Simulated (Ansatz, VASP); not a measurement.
# Cross-check of AlGa15P16 between VASP and Ansatz

Aim: how closely do two programs agree when they are given the same cell, functional and k mesh? The cell is taken from a series of runs on this material, whose earlier steps may have relaxed, scaled, displaced or heated it; both programs get it as it stands.

Calculated with Ansatz 0.2.0; plane waves, with VASP 6.6.1 beside it; single point at LDA.

## 1. Starting point

The cell holds 32 atoms: 1 Al, 15 Ga and 16 P. Its edges and angles: a = 9.441 Å, b = 9.441 Å, c = 9.441 Å, α = 109.5°, β = 109.5°, γ = 109.5°. It derives from GaP. Nearest the centre at fractional (0.000, 0.000, 0.000): Al1 at 0.00 Å, P20 at 2.37 Å, P22 at 2.37 Å, P29 at 2.37 Å, P17 at 2.37 Å, Ga2 at 3.86 Å, Ga4 at 3.86 Å, Ga7 at 3.86 Å.

## 2. VASP: single point, LDA

A single point gives forces, pressure and levels at one fixed geometry, so differences don't come from the geometry; what else differs is listed under the comparison.

Lines of VASP's logs that name or quote its potential files are left out, and so is its time.

The input, INCAR:

```
SYSTEM = AlGa15P16
PREC = Accurate
ENCUT = 400
EDIFF = 1E-06
NELM = 120
ISMEAR = 0
SIGMA = 0.01
LREAL = Auto
ALGO = Normal
GGA = PW92
NBANDS = 164
LORBIT = 11
LWAVE = .FALSE.
LCHARG = .FALSE.
ISIF = 2
LASPH = .TRUE.
GGA_COMPAT = .FALSE.
EFERMI = MIDGAP
KPAR = 2
```

The input, POSCAR:

```
AlGa15P16
1.0
   -5.4505000000      5.4505000000     -5.4505000000
    5.4505000000      5.4505000000      5.4505000000
    5.4505000000     -5.4505000000     -5.4505000000
Al Ga P
1 15 16
Direct
    0.0000000000      0.0000000000      0.0000000000
    0.2501459671      0.5003780278      0.2501459671
    0.5000000000      0.0000000000      0.5000000000
    0.7497679393      0.4996219722      0.7497679393
    0.7498540329      0.2502320607      0.0000000000
    0.0000000000      0.7498540329      0.2502320607
    0.2501459671      0.2501459671      0.5003780278
    0.4996219722      0.7497679393      0.7497679393
    0.5000000000      0.5000000000      0.0000000000
    0.7498540329      0.0000000000      0.2502320607
    0.0000000000      0.5000000000      0.5000000000
    0.2502320607      0.0000000000      0.7498540329
    0.2502320607      0.7498540329      0.0000000000
    0.5003780278      0.2501459671      0.2501459671
    0.7497679393      0.7497679393      0.4996219722
    0.0000000000      0.2502320607      0.7498540329
    0.0000000000      0.2506316784      0.0000000000
    0.2500684190      0.7501942120      0.2500684190
    0.4998742070      0.2498057880      0.4998742070
    0.7493683216      0.7493683216      0.7493683216
    0.7499315810      0.5001257930      0.0000000000
    0.0000000000      0.0000000000      0.2506316784
    0.2498057880      0.4998742070      0.4998742070
    0.5001257930      0.0000000000      0.7499315810
    0.5001257930      0.7499315810      0.0000000000
    0.7501942120      0.2500684190      0.2500684190
    0.0000000000      0.7499315810      0.5001257930
    0.2500684190      0.2500684190      0.7501942120
    0.2506316784      0.0000000000      0.0000000000
    0.4998742070      0.4998742070      0.2498057880
    0.7499315810      0.0000000000      0.5001257930
    0.0000000000      0.5001257930      0.7499315810
```

The input, KPOINTS:

```
Automatic mesh
0
Gamma
2 2 2
0 0 0
```

The projector-augmented-wave data sets are Al, Ga_d and P (LDA family, release 64).

Started as:

```bash
$ mpirun -np 4 vasp_std
```

Numbers of over 12 decimals in the logs are rounded to 6 here.

What it wrote:

```text
[banner, memory and clock lines left out]
running    4 mpi-ranks, on    1 nodes
[...]
|                                                                             |
|               ----> ADVICE to this user running VASP <----                  |
|                                                                             |
|     You enforced a specific xc type in the INCAR file but a different       |
|     [... a line on the potential file left out ...]
|     I HOPE YOU KNOW WHAT YOU ARE DOING!                                     |
|                                                                             |

 LDA part: xc-table for (Slater(with rela. corr.)+PW92), standard interpolation
 POSCAR, INCAR and KPOINTS ok, starting setup
[...]
entering main loop
       N       E                     dE             d eps       ncg     rms          rms(c)
DAV:   1     0.313774455350E+04    0.31377E+04   -0.96439E+04   992   0.210E+03
DAV:   2     0.538847462709E+03   -0.25989E+04   -0.25208E+04  1032   0.613E+02
DAV:   3    -0.967909258502E+02   -0.63564E+03   -0.59541E+03  1200   0.210E+02
DAV:   4    -0.167237451547E+03   -0.70447E+02   -0.68864E+02  1200   0.662E+01
[...]
DAV:  13    -0.167900104622E+03   -0.18047E-04   -0.28777E-04  1488   0.144E-01    0.155E-02
DAV:  14    -0.167900111332E+03   -0.67094E-05   -0.67472E-05  1280   0.281E-02    0.146E-02
DAV:  15    -0.167900111939E+03   -0.60721E-06   -0.44747E-06   864   0.170E-02
   1 F= -.16790011E+03 E0= -.16790011E+03  d E =0.000000E+00
```

OUTCAR, selected parts (step 2):

```text
  Total      -11.3889141    -11.3889141    -11.3889141     -0.0000000      0.0000000      0.0000000
  in kB      -28.1724020    -28.1724020    -28.1724020     -0.0000000      0.0000000      0.0000000
  external PRESSURE =     -28.1724020 kB  Pullay stress =       0.0000000 kB

 POSITION                                       TOTAL-FORCE (eV/Angst)
 -----------------------------------------------------------------------------------
      0.00000      0.00000      0.00000         0.000000      0.000000     -0.000000
      2.72731      2.72731      0.00047         0.003426      0.003426      0.004819
      0.00000      0.00000     -5.45050         0.000000      0.000000     -0.000000
      2.72319      2.72319     -5.45003        -0.003426     -0.003426      0.004819
     -2.72319      5.45097     -2.72319         0.003426      0.004819      0.003426
      5.45097      2.72319      2.72319         0.004819     -0.003426     -0.003426
      2.72731     -0.00047     -2.72731         0.003426     -0.004819     -0.003426
      5.45003      2.72319     -2.72319        -0.004819     -0.003426      0.003426
      0.00000      5.45050      0.00000         0.000000      0.000000     -0.000000
     -2.72319      2.72319     -5.45097         0.003426     -0.003426     -0.004819
      5.45050      0.00000      0.00000         0.000000      0.000000     -0.000000
      2.72319     -2.72319     -5.45097        -0.003426      0.003426     -0.004819
      2.72319      5.45097      2.72319        -0.003426      0.004819     -0.003426
     -0.00047      2.72731     -2.72731        -0.004819      0.003426     -0.003426
[...]
-----------------------------------------------------------------------------------
    total drift:                                0.000012      0.000012     -0.000012

  FREE ENERGIE OF THE ION-ELECTRON SYSTEM (eV)
  ---------------------------------------------------
  free  energy   TOTEN  =      -167.9001119390 eV

  energy  without entropy=     -167.9001119390  energy(sigma->0) =     -167.90011194

[... 3 further parts left out ...]
[key lines of the parts left out:]
E-fermi :   5.2556
```

The run ends at a pressure of -2.82 GPa, with forces up to 0.014 eV/Å.

## 3. Ansatz: single point, LDA

Ansatz runs on its default PAW (the set named soft_2) files.

The same cell, functional (in two slightly different forms) and mesh now go to Ansatz, which takes its cutoff from its data sets.

The input, input.yaml:

```yaml
crystal:
  lattice:
    - [-5.4505, 5.4505, -5.4505]
    - [5.4505, 5.4505, 5.4505]
    - [5.4505, -5.4505, -5.4505]
  atoms:
    - { symbol: Al, position: [0.0, 0.0, 0.0] }
    - { symbol: Ga, position: [0.2501459671, 0.5003780278, 0.2501459671] }
    - { symbol: Ga, position: [0.5, 0.0, 0.5] }
    - { symbol: Ga, position: [0.7497679393, 0.4996219722, 0.7497679393] }
    - { symbol: Ga, position: [0.7498540329, 0.2502320607, 0.0] }
    - { symbol: Ga, position: [0.0, 0.7498540329, 0.2502320607] }
    - { symbol: Ga, position: [0.2501459671, 0.2501459671, 0.5003780278] }
    - { symbol: Ga, position: [0.4996219722, 0.7497679393, 0.7497679393] }
    - { symbol: Ga, position: [0.5, 0.5, 0.0] }
    - { symbol: Ga, position: [0.7498540329, 0.0, 0.2502320607] }
    - { symbol: Ga, position: [0.0, 0.5, 0.5] }
    - { symbol: Ga, position: [0.2502320607, 0.0, 0.7498540329] }
    - { symbol: Ga, position: [0.2502320607, 0.7498540329, 0.0] }
    - { symbol: Ga, position: [0.5003780278, 0.2501459671, 0.2501459671] }
    - { symbol: Ga, position: [0.7497679393, 0.7497679393, 0.4996219722] }
    - { symbol: Ga, position: [0.0, 0.2502320607, 0.7498540329] }
    - { symbol: P, position: [0.0, 0.2506316784, 0.0] }
    - { symbol: P, position: [0.250068419, 0.7501942119, 0.250068419] }
    - { symbol: P, position: [0.499874207, 0.2498057881, 0.499874207] }
    - { symbol: P, position: [0.7493683216, 0.7493683216, 0.7493683216] }
    - { symbol: P, position: [0.749931581, 0.500125793, 0.0] }
    - { symbol: P, position: [0.0, 0.0, 0.2506316784] }
    - { symbol: P, position: [0.2498057881, 0.499874207, 0.499874207] }
    - { symbol: P, position: [0.500125793, 0.0, 0.749931581] }
    - { symbol: P, position: [0.500125793, 0.749931581, 0.0] }
    - { symbol: P, position: [0.7501942119, 0.250068419, 0.250068419] }
    - { symbol: P, position: [0.0, 0.749931581, 0.500125793] }
    - { symbol: P, position: [0.250068419, 0.250068419, 0.7501942119] }
    - { symbol: P, position: [0.2506316784, 0.0, 0.0] }
    - { symbol: P, position: [0.499874207, 0.499874207, 0.2498057881] }
    - { symbol: P, position: [0.749931581, 0.0, 0.500125793] }
    - { symbol: P, position: [0.0, 0.500125793, 0.749931581] }
kpoints:
  mp_grid: { grid: [2, 2, 2] }
hamiltonian:
  xc: lda
scf:
  occupations: { method: fixed }
  n_extra_bands: 11
output:
  eigenvalues: true
  band_densities:
    - { bands: [v5, v5] }
    - { bands: [v4, v4] }
    - { bands: [v3, v3] }
    - { bands: [v2, v2] }
    - { bands: [v1, v1] }
    - { bands: [c1, c1] }
    - { bands: [c2, c2] }
    - { bands: [c3, c3] }
    - { bands: [c4, c4] }
    - { bands: [c5, c5] }
  volumetric_format: npy
```

Started as:

```bash
$ ansatz run input.yaml --threads 3 --pin off --max-ram 64512MiB --backend cuda --devices 1 --max-vram 24GiB --events-out ev --progress --plain --runs-dir out
```

What it wrote:

```text
scf.n_extra_bands = 11 over 139 filled bands (N_el = 278.0): the run solves 150 bands
GPUs: using 1 of 1 available (devices: 1).
Engine: ansatz 0.2.0, x86_64-unknown-linux-gnu
Pseudopotentials: kind: paw
Pseudopotential: Al, paw, valence charge 3, recommended cutoff 420 eV (normal), Al.paw.azcp
Pseudopotential: Ga, paw, valence charge 13, recommended cutoff 420 eV (normal), Ga.paw.azcp
Pseudopotential: P, paw, valence charge 5, recommended cutoff 420 eV (normal), P.paw.azcp
Functional definition: SPW92
  exchange = slater_x
  correlation = pw_c
device memory: the entry about to start is reckoned to put 7.6 GiB on a device that reports 70.9 GiB free (of which the cap on the GPU budget leaves the run 24.0 GiB)
GPU FFT provider: cuFFT
GPU libraries: cuBLAS 13.8.2, cuFFT 12.4.0, cuSOLVER 12.3.4
Crystal: 32 atoms, lattice volume = 647.693 Å³
Basis set: ecut = 420 eV, 12623 PW (Γ)
Bands: 150, of which v1, the nominal top of the filled ones, is band 139 counted from 1 (138 counted from 0)
Symmetry: 24 space group operations
Space group: I-43m (ITA 217), of the structure as read, at distance tolerance 8.7e-5 Å
k-points: 3 of 8
Non-local potential: Al, projectors of the file, l = 0: 2, l = 1: 2, l = 2: 1
Non-local potential: Ga, projectors of the file, l = 0: 2, l = 1: 2, l = 2: 3, l = 3: 1
Non-local potential: P, projectors of the file, l = 0: 2, l = 1: 2, l = 2: 2
PAW form: soft (Blöchl's): semilocal exchange-correlation on the pseudo side does not see the compensation charge
PAW frozen core: Al, regenerated for the run's functional, and the local potential with it (the file was generated under x = pbe(κ = 0.804, μ = 0.219515), c = pbe(β = 0.066725))
PAW frozen core: Ga, regenerated for the run's functional, and the local potential with it (the file was generated under x = pbe(κ = 0.804, μ = 0.219515), c = pbe(β = 0.066725))
PAW frozen core: P, regenerated for the run's functional, and the local potential with it (the file was generated under x = pbe(κ = 0.804, μ = 0.219515), c = pbe(β = 0.066725))
PAW one-centre angular grid: Al, 110 points (default); XC on 64 Gauss nodes
PAW one-centre angular grid: Ga, 590 points (default); XC on 64 Gauss nodes
PAW one-centre angular grid: P, 110 points (default); XC on 64 Gauss nodes
Initial density: superposition of atomic densities (neutral atoms: chi_scale 0, normalization atom), corrected by the library's trained network
Initial wavefunctions: pseudopotential atomic-orbital guess
GPU buffer pool allocated for 262144 grid points (all kernels)
GPU transforms: local potential and band sums: pruned to the plane-wave sphere, on 64×64×64
Functional: x = slater, c = lda
SCF iter   1: F=—  HF=-67746.381567 eV  |F-HF|=—  |Δ(HF+E_count)|=         —  Δρ=6.64e-3  dr2=2.60e-1  ethr=1.77e-3  ⟨swp⟩=6.0  Hψ=1690  notcnv=0  defer=21
preconditioner: auto → Resta (q_TF=auto, 2.370 Å⁻¹)  ε∞=4.7  [insulator: Δε(μ)=1.434 eV  Ē_g=12.723 eV  n_scr=140 (ndim 8)  ℏωp=24.3 eV  f_vac=0.010  ε∞_Penn≈4.7]
SCF iter   2: F=—  HF=-67746.317499 eV  |F-HF|=—  |Δ(HF+E_count)|=   6.41e-2  Δρ=3.16e-3  dr2=5.89e-2  ethr=9.34e-5  ⟨swp⟩=2.3  Hψ=682  notcnv=0  defer=25
SCF iter   3: F=—  HF=-67746.303914 eV  |F-HF|=—  |Δ(HF+E_count)|=   1.36e-2  Δρ=6.43e-4  dr2=2.13e-3  ethr=2.12e-5  ⟨swp⟩=2.3  Hψ=635  notcnv=0  defer=25
SCF iter   4: F=—  HF=-67746.303701 eV  |F-HF|=—  |Δ(HF+E_count)|=   2.12e-4  Δρ=2.87e-4  dr2=5.12e-4  ethr=7.65e-7  ⟨swp⟩=2.0  Hψ=855  notcnv=0  defer=25
SCF iter   5: F=—  HF=-67746.302995 eV  |F-HF|=—  |Δ(HF+E_count)|=   7.06e-4  Δρ=7.14e-5  dr2=4.47e-5  ethr=1.84e-7  ⟨swp⟩=2.0  Hψ=850  notcnv=0  defer=25
SCF iter   6: F=—  HF=-67746.303611 eV  |F-HF|=—  |Δ(HF+E_count)|=   6.16e-4  Δρ=1.35e-5  dr2=2.18e-6  ethr=1.61e-8  ⟨swp⟩=2.0  Hψ=625  notcnv=0  defer=25
SCF iter   7: F=—  HF=-67746.303611 eV  |F-HF|=—  |Δ(HF+E_count)|=   2.53e-7  Δρ=3.77e-6  dr2=1.16e-7  ethr=7.85e-10  ⟨swp⟩=3.7  Hψ=978  notcnv=0  defer=25
SCF iter   8: F=-67746.303611 eV  HF=-67746.303611 eV  |F-HF|=3.10e-9  |Δ(HF+E_count)|=   2.35e-8  Δρ=1.03e-6  dr2=9.53e-9  ethr=3.60e-11  ⟨swp⟩=13.7  Hψ=1572  notcnv=0
SCF 1 converged in 8 iterations: F = -67746.303611 eV  dr2 = 9.53e-9
  greatest PAW one-centre occupation: 0.994 electrons in one spin orbital (limit 2), on the Ga atom at site 13 (counted from 0), in its partial waves of l = 2
device memory: the entry about to start is reckoned to put 5.2 GiB on a device that reports 71.0 GiB free (of which the cap on the GPU budget leaves the run 24.0 GiB)
NSCF: frozen V_eff on 3 k-points
SCF converged after 8 iterations
Free energy (F): -67746.303611 eV
Harris-Foulkes:  -67746.303611 eV  (|F-HF|=3.10e-9)
Internal energy: -67746.303611 eV  (E = F + TS)
E sigma→0 (E₀):  -67746.303611 eV
Fermi energy:    6.720129 eV
--- Per-component energies (eV) ---
  E_band       = -977.419460
  E_kinetic    = 2893.785100
  E_local      = -33900.234554  (includes V_loc(G=0)·N_el)
  E_nonlocal   = 6976.882645
  E_hartree    = 15642.573605
  E_xc         = -2052.133952
  E_vxc        = -1884.860742  (∫ρ·V_xc dr)
  E_paw        = -37778.503950  (= ΣΔE_a)
  E_vpaw       = -6348.133294  (= ΣTr[D̂ρ^β])
  E_aug_tail   = -0.001754  (compensation charges beyond the density's cutoff)
  E_ewald      = -19556.531290
  E_core_change = 27.860539  (= ΣΔE_core)
  E_smearing   = -0.000000  (= −TS)
  E_closure    = -0.000000  (closes the sum)
  Σ components = -67746.303611   (vs F -67746.303611, Δ=0.00e0)
--- Band table (eV) ---
  k-point 0: bands = [... 135 lower, 5.5409, 6.7201, 6.7201, 6.7201, 8.2133, 8.2133, 8.2133, 8.3757, ... 7 higher]
  k-point 1: bands = [... 135 lower, 5.3523, 5.3900, 6.4386, 6.4730, 8.7507, 8.7861, 9.2974, 9.3218, ... 7 higher]
  k-point 2: bands = [... 135 lower, 5.6103, 5.6237, 5.6237, 5.6237, 8.2323, 8.2323, 8.2323, 8.4084, ... 7 higher]
--- Band densities, each state counted as filled ---
  window                                       electrons  max residual (eV)  cut levels
  bands: [v5, v5]                               2.000000             1.8e-5           2
  bands: [v4, v4]                               2.000000             1.7e-5           2
  bands: [v3, v3]                               2.000000             1.8e-5           2
  bands: [v2, v2]                               2.000000             1.4e-5           2
  bands: [v1, v1]                               2.000000             1.9e-5           2
  bands: [c1, c1]                               2.000000             1.4e-6           2
  bands: [c2, c2]                               2.000000             1.4e-6           2
  bands: [c3, c3]                               2.000000             1.4e-6           2
  bands: [c4, c4]                               2.000000             1.8e-6           1
  bands: [c5, c5]                               2.000000             1.2e-6           2
```

## 4. Side by side

Known differences besides the potentials themselves: fixed occupations in Ansatz, narrow Gaussian smearing in VASP; the cutoff is 420 eV in Ansatz and 400 eV in VASP (PREC = Accurate, projectors in real space); VASP's log shows a relativistic correction to its local exchange, Ansatz's none. Total energies have different zeros and are not compared.

The two programs side by side:

| quantity | Ansatz | VASP | difference |
| --- | --- | --- | --- |
| gap on the k mesh (eV) | 1.493 | 1.494 | -0.001 |

A gap on the mesh is an upper bound, since the band edges may lie between its points.

## 5. Outcome

| Property | Result |
| --- | --- |
| difference in gap on the k mesh (single point, LDA) | -0.0013 eV |

The difference in gap on the k mesh is -0.0013 eV (single point, LDA), within the 0.08 eV picked in this series as the mark of a large difference. Such differences can come from data sets, numerical settings and the points named under the comparisons, not from the functional's error against experiment.

[Lines on the potential files, build, host, timing and source positions are cut from VASP's logs without a mark.]

[Logs are printed without paths, hosts, clocks, repeated set-up lines and the standing remarks that a program may print on its own settings, such as how far it seeks lower states.]

[Hosts, paths, dates, database ids (printed as entryN), source tags and the programs' standing remarks are cut or masked in the printed files.]
